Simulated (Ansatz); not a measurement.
**Relaxing vanadium (fcc)**

Computed with DFT, PBEsol, plane waves (420 eV) with PAW, scalar-relativistic in Ansatz. (PAW data from PBE, frozen cores regenerated.)

k-point mesh 14×14×14, Fermi-Dirac smearing 0.1 eV, no spin polarisation. Cell and atoms relax.

Starting structure:

```
V
1.0
     0.00000    1.90500    1.90500
     1.90500    0.00000    1.90500
     1.90500    1.90500    0.00000
V
1
Direct
  0.00000 0.00000 0.00000
```

Problem. The pressure at the start is -5.5 GPa. By how much does the volume change?

Solution. From 13.83 to 13.41 Å³ per atom, -3.0 %. The final cell has a = 3.771 Å.

Problem. How much energy does the relaxation gain?

Solution. 7.3 meV per atom.
